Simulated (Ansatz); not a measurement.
Runs of Ansatz 0.2.0 on HfO2. The structure is cubic, space group Fm-3m (No. 225). Conventional cell: a = 5.115 Å, b = 5.115 Å, c = 5.115 Å, α = 90.00°, β = 90.00°, γ = 90.00°. Around Hf (site symmetry m-3m) lie 8 O at 2.21 Å. O (site symmetry -43m) is surrounded by 4 Hf at 2.21 Å. Measurements of this composition are mostly on another form, of space group No. 14.

| task | level | cell | points for each segment of the path | gap on the mesh (eV) | pressure (GPa) | relaxed volume (Å³/atom) |
| --- | --- | --- | --- | --- | --- | --- |
| band structure | HSE06 | as given | 4 | 5.31 | -8.8 | - |
| band structure | PBE0 | as given | 4 | (a) | -8.7 | - |
| relaxation of cell and atoms | HSE06 | relaxed | - | (c) | 0.0 | 10.77 |
| relaxation of cell and atoms | PBE0 | relaxed | - | (b) | 0.0 | 10.78 |

Alike in all rows: potentials or basis Ansatz PAW; no spin polarisation; k mesh 6 × 6 × 6; cutoff (eV) 420; smearing fermi-dirac 0.05 eV.

Estimate the missing entries.

(a) 6.06; (b) 6.16; (c) 5.41.

Caveats: spin-orbit coupling is left out, which moves the levels of the heavy elements; the PAW data sets come from PBE, with cores solved anew for the run's functional, which leaves a small shift of forces and pressure; the thresholds are loose for stress (some runs); the plane-wave basis is chosen anew once the cell has moved, so the energies of steps on either side of that aren't comparable (some runs).

A k mesh can miss the band edges, and the runs leave out spin-orbit coupling on Hf.
